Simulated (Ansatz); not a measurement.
Si:

```
CELL_PARAMETERS angstrom
3.83132 0.00000 0.00000
-1.91566 3.31802 0.00000
0.00000 0.00000 6.33262
ATOMIC_POSITIONS crystal
Si 0.66667 0.33333 0.93699
Si 0.33333 0.66667 0.43699
Si 0.66667 0.33333 0.56301
Si 0.33333 0.66667 0.06301
```

This isn't the form of Si at room conditions, which is diamond.

- Program: Ansatz 0.2.0
- Task: relaxation of cell and atoms
- Functional: revPBE
- Dispersion: D4
- Potentials or basis: Ansatz PAW
- Cutoff: 420 eV (not typed: the program's choice for these potentials)
- k mesh: 8 × 8 × 4
- Occupations: fermi-dirac, width 0.05 eV
- Spin: no spin polarisation

At the start: volume 20.13 Å³/atom.

Task: Where does the relaxation end?

Result: It ends after 4 steps and the volume is 19.61 Å³/atom (-2.6 %); space group P6_3/mmc (No. 194, to 0.05 Å).

The path:
| step | energy change (eV) | largest force (eV/Å) | volume (Å³) |
| --- | --- | --- | --- |
| 1 | 0.0000 | 0.0011 | 80.50 |
| 2 | -0.0146 | 0.0033 | 78.93 |
| 3 | -0.0155 | 0.0006 | 78.45 |
| 4 | -0.0152 | 0.0006 | 78.45 |

Final structure:
```
CELL_PARAMETERS angstrom
3.79761 0.00000 0.00000
-1.89880 3.28882 0.00000
0.00000 0.00000 6.28080
ATOMIC_POSITIONS crystal
Si 0.66667 0.33333 0.93688
Si 0.33333 0.66667 0.43688
Si 0.66667 0.33333 0.56312
Si 0.33333 0.66667 0.06312
```

Caveat: the plane-wave basis is chosen anew once the cell has moved, so the energies of steps on either side of that aren't comparable; the PAW data sets come from PBE, with cores solved anew for the run's functional, which leaves a small shift of forces and pressure.
